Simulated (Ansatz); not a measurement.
All numbers below come from DFT PBEsol, scalar-relativistic, plane waves, PAW in Ansatz 0.2.0.

Structure of Hf₂Si:

```xyz
6
Lattice="-3.2553 3.2553 2.5716 3.2553 -3.2553 2.5716 3.2553 3.2553 -2.5716" Properties=species:S:1:pos:R:3 pbc="T T T"
Hf    1.0205    2.2348    2.5716
Hf    2.2348   -1.0205    2.5716
Hf    2.2348    1.0205    0.0000
Hf    1.0205    4.2759    0.0000
Si    0.0000    0.0000    3.8574
Si    0.0000    0.0000    1.2858
```

Cutoff 420 eV; k points 10×10×10 on the computed 6-atom cell (Γ-centred); Gaussian smearing, width 0.10 eV; no spin polarisation.

Levels along Γ–X–M–Γ–Z | Z0–M | X–P–N–Γ, in eV from the Fermi level, sorted by energy at each point. Points in fractions of the primitive reciprocal vectors: Γ (0.000 0.000 0.000), X (0.000 0.000 0.500), M (-0.500 0.500 0.500), Z (0.406 0.406 -0.406), Z0 (-0.406 0.594 0.406), P (0.250 0.250 0.250), N (0.000 0.500 0.000).
```
point k (1/Å, with 2π) band 53  band 54  band 55  band 56  band 57  band 58  band 59
    Γ             0.000    -1.30    -1.30    -1.02    -0.89     2.07     2.08     2.09
    -             0.098    -1.37    -1.29    -1.00    -0.85     1.80     2.08     2.11
    -             0.195    -1.35    -1.28    -0.94    -0.88     1.51     2.06     2.15
    -             0.292    -1.30    -1.29    -1.07    -0.87     1.40     1.87     1.98
    -             0.390    -1.33    -1.24    -1.08    -0.79     1.49     1.65     1.80
    -             0.487    -1.39    -1.17    -0.75    -0.71     1.49     1.55     1.73
    -             0.585    -1.44    -1.11    -0.67    -0.51     1.38     1.39     1.70
    X             0.682    -1.46    -1.08    -0.65    -0.42     1.31     1.36     1.67
    -             0.780    -1.47    -1.10    -0.66    -0.41     1.28     1.32     1.62
    -             0.877    -1.46    -1.19    -0.66    -0.41     1.10     1.34     1.52
    -             0.975    -1.35    -1.09    -0.63    -0.49     0.86     1.38     1.41
    -             1.072    -1.16    -0.67    -0.57    -0.57     0.63     1.26     1.40
    -             1.170    -0.98    -0.52    -0.51    -0.23     0.46     1.02     1.42
    -             1.267    -0.92    -0.47    -0.24     0.17     0.36     0.66     1.35
    M             1.365    -0.90    -0.45     0.03     0.33     0.37     0.37     1.33
    -             1.503    -0.93    -0.48    -0.40     0.03     0.39     0.80     1.39
    -             1.641    -1.00    -0.86    -0.57    -0.52     0.58     1.14     1.50
    -             1.778    -1.17    -1.16    -0.91    -0.69     0.89     1.07     1.69
    -             1.916    -1.47    -1.13    -0.95    -0.81     0.87     1.29     1.97
    -             2.054    -1.42    -1.19    -0.90    -0.88     1.05     1.77     2.08
    -             2.192    -1.40    -1.27    -0.98    -0.83     1.59     2.11     2.12
    Γ             2.330    -1.30    -1.30    -1.02    -0.89     2.07     2.08     2.09
    -             2.472    -1.49    -1.19    -1.19    -0.43     1.79     1.90     2.04
    -             2.613    -1.64    -0.97    -0.97    -0.04     1.31     1.37     1.90
    -             2.755    -1.77    -0.64    -0.64     0.14     0.61     0.91     1.74
    -             2.897    -0.64    -0.28    -0.21    -0.21     0.05     0.63     1.66
    -             3.038    -1.13    -0.16     0.29     0.29     0.51     0.59     1.22
    -             3.180    -1.17    -0.32     0.49     0.55     0.64     0.64     1.20
    Z             3.322    -1.01    -0.32    -0.05     0.54     0.54     0.74     0.98
   Z0             3.322    -1.01    -0.32    -0.05     0.54     0.54     0.74     0.98
    -             3.355    -0.98    -0.29    -0.15     0.50     0.50     0.81     0.88
    -             3.388    -0.96    -0.25    -0.23     0.46     0.46     0.76     0.88
    -             3.420    -0.94    -0.31    -0.20     0.43     0.43     0.65     0.97
    -             3.453    -0.93    -0.37    -0.13     0.41     0.41     0.54     1.06
    -             3.486    -0.91    -0.41    -0.07     0.39     0.39     0.44     1.16
    -             3.519    -0.90    -0.44     0.00     0.36     0.38     0.38     1.26
    M             3.551    -0.90    -0.45     0.03     0.33     0.37     0.37     1.33
    X             3.551    -1.46    -1.08    -0.65    -0.42     1.31     1.36     1.67
    -             3.639    -1.44    -1.05    -0.70    -0.40     1.19     1.37     1.64
    -             3.726    -1.37    -0.96    -0.79    -0.35     0.90     1.40     1.53
    -             3.813    -1.26    -0.89    -0.79    -0.29     0.53     1.34     1.44
    -             3.901    -1.11    -0.89    -0.66    -0.24     0.15     1.10     1.48
    -             3.988    -0.97    -0.83    -0.56    -0.21    -0.16     0.82     1.56
    -             4.075    -0.89    -0.75    -0.56    -0.56     0.01     0.53     1.78
    P             4.162    -0.82    -0.82    -0.65    -0.65     0.26     0.26     2.22
    -             4.231    -0.82    -0.82    -0.64    -0.64     0.25     0.25     2.23
    -             4.300    -0.80    -0.80    -0.64    -0.64     0.24     0.24     2.23
    -             4.369    -0.77    -0.77    -0.64    -0.64     0.23     0.23     2.21
    -             4.438    -0.74    -0.74    -0.63    -0.63     0.21     0.21     2.15
    -             4.507    -0.73    -0.73    -0.59    -0.59     0.21     0.21     2.08
    -             4.576    -0.74    -0.74    -0.55    -0.55     0.21     0.21     2.02
    N             4.645    -0.74    -0.74    -0.53    -0.53     0.21     0.21     2.00
    -             4.756    -1.06    -0.70    -0.57    -0.14     0.20     0.32     1.51
    -             4.867    -1.30    -0.80    -0.61     0.07     0.34     0.59     1.42
    -             4.979    -1.46    -0.93    -0.74    -0.11     0.73     0.99     1.59
    -             5.090    -1.52    -1.05    -0.92    -0.25     1.05     1.43     1.82
    -             5.201    -1.48    -1.16    -1.08    -0.40     1.40     1.79     2.00
    -             5.312    -1.38    -1.24    -1.16    -0.62     1.80     2.02     2.07
    Γ             5.423    -1.30    -1.30    -1.02    -0.89     2.07     2.08     2.09
```

Spin-orbit coupling is left out, which matters for the bands of heavy elements.